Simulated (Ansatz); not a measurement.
# Ni (omega type) under strong compression

```
Ni
1.0
     3.99193    0.00000    0.00000
    -1.99596    3.45711    0.00000
     0.00000    0.00000    2.41922
Ni
3
Direct
  0.00000 0.00000 0.00000
  0.33333 0.66667 0.50000
  0.66667 0.33333 0.50000
```

The cell comes from a relaxation on PAW files under the same functional, begun from a prototype that needn't be the stable phase.

Its volume is scaled, and at each volume shape and atoms are relaxed on PAW files; all methods then take that cell.

Computed with Ansatz 0.2.0; functional PBE, scalar-relativistic. Settings: a Γ-centred 9×9×12 k mesh, Fermi–Dirac smearing of 0.08 eV, spin-polarised from start moments Ni1 1, Ni2 1, Ni3 1 μB. Methods: LAPW: all electrons, basis error target 1 meV/atom; PAW: frozen-core files, cutoff 420 eV; crystal datasets: all electrons, by PAW datasets that the program makes for each cell; norm-conserving: pseudopotentials, cutoff 1400 eV; PAW (cutoff 300 eV): frozen-core files, cutoff 300 eV.

Energies are extrapolated to zero smearing and count from the unscaled cell; pressure is positive in compression; gaps take the mesh and a band path. No temperature or zero-point motion is included.

Other magnetic orders may lie lower.

```
V/V0  V (Å³/atom)  P LAPW (GPa)  ΔE LAPW (eV/atom)  P PAW − LAPW (GPa)  ΔE PAW − LAPW (meV/atom)  moment (μB/cell)  space group  shortest distance (Å)
1.00        11.13         -0.01              0.000                0.02                       0.0              1.89       P6/mmm                  2.305
0.88         9.79          32.4              0.117               -0.01                       0.0                 ?       P6/mmm                  2.212
0.68         7.57             ?              1.390               -0.25                      -1.4              1.01       P6/mmm                  2.036
0.50         5.56         671.2              6.059               -0.83                      -7.6              0.00       P6/mmm                  1.840
0.43         4.79          1152             10.371               -5.70                     -19.2              0.00       P6/mmm                  1.751
```

Question: Give the missing entry: row "0.88", column "moment (μB/cell)".

Answer: 1.61.

Question: Fill in "P LAPW (GPa)" for the row "0.68".

Answer: 182.0.

Question: From the table, what is the rise of the enthalpy H = E + pV up to the last row, and how stiff is the crystal between the last two rows?

Answer: ΔH = 10.371 eV + (1152 GPa × 4.79 Å³ + 0.01 GPa × 11.13 Å³) × 0.006242 eV/(GPa·Å³) = 44.77 eV/atom, of which pV makes 77 %. The mean bulk modulus there is −ΔP/Δln V = 3180 GPa.

Question: At the smallest volume, how far do crystal datasets and norm-conserving and PAW (cutoff 300 eV) lie from LAPW in pressure?

Answer: crystal datasets: -0.01 GPa; norm-conserving: +1.27 GPa; PAW (cutoff 300 eV): -3.91 GPa, on a LAPW pressure of 1152 GPa.

Question: How do the Löwdin populations by LAPW change from the unscaled cell to the last row?

Answer: Ni 3s 1.99 → 1.94, Ni 4s 0.98 → 0.85, Ni 3d 8.81 → 9.06 electrons an atom. These are projections on the shells that the free atoms fill; 0.65 e a cell lies outside them at the start and 0.49 e at the end.

Question: Where is the magnetism lost?

Answer: By V/V0 = 0.50 (671.2 GPa) the moment has died away, since the bands widen under compression.
